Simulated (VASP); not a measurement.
Write the native input for VASP 6.6.1 that does the following.

```yaml
Task: single point
Functional: PBE
Potentials_or_basis: VASP PAW PBE potentials, release 64 (Gd, N)
Cutoff: 520 eV
k_mesh: 7 × 7 × 7
Occupations: fermi-dirac, width 0.05 eV
Spin: collinear spin, ferromagnetic start
Starting_moments: "[7.0, 7.0, 0.0, 0.0] μB"
Hubbard_terms: Gd f U = 6 eV
Further_INCAR_settings: ALGO = All; EDIFF = 1e-06
```

The structure of GdN lies in POSCAR:

```
GdN
1.0
    2.5850000000      2.5850000000      5.1700000000
    5.1700000000      2.5850000000      2.5850000000
    2.5850000000      5.1700000000      2.5850000000
Gd N
2 2
Direct
    0.0000000000      0.0000000000      0.0000000000
    0.5000000000      0.5000000000      0.5000000000
    0.2500000000      0.2500000000      0.2500000000
    0.7500000000      0.7500000000      0.7500000000
```

The cell comes from a database or a generator and needn't be the stable form of this composition.

These files were run (other wordings do the same):

INCAR

```
ALGO = All ; EDIFF = 1E-6
ENCUT = 520 ; GGA = PE
ISIF = 2 ; ISMEAR = -1
ISPIN = 2 ; LASPH = T
LCHARG = F ; LDAU = T
LDAUJ = 0 0 ; LDAUL = 3 -1
LDAUPRINT = 1 ; LDAUTYPE = 2
LDAUU = 6 0 ; LMAXMIX = 6
LORBIT = 11 ; LREAL = F
LWAVE = F ; MAGMOM = 7 7 0 0
NELM = 300 ; PREC = Accurate
SIGMA = 0.05
```

KPOINTS

```
k-points
0
Gamma
  7 7 7
```

Potentials or basis: VASP PAW PBE potentials, release 64 (Gd, N).

Launch:

```bash
$ cat potpaw_PBE.64/Gd/POTCAR potpaw_PBE.64/N/POTCAR > POTCAR
$ mpirun -np 1 vasp_std > vasp.out
```

It gave:

* Pressure: -11.8 GPa
* Band gap on the k mesh: none (metal or under the smearing width)
* Net moment: 14.00 μB per cell
* Site moments: Gd +6.87; N -0.11 μB
* Valence electrons inside the program's atomic spheres: Gd 15.13; N 3.58

Caveat: spin-orbit coupling is left out, which moves the levels of the heavy elements.

Wall time 24 min on 1 thread of Intel(R) Xeon(R) Platinum 8488C (Sapphire Rapids) (shared host), peak memory 0.68 GiB.
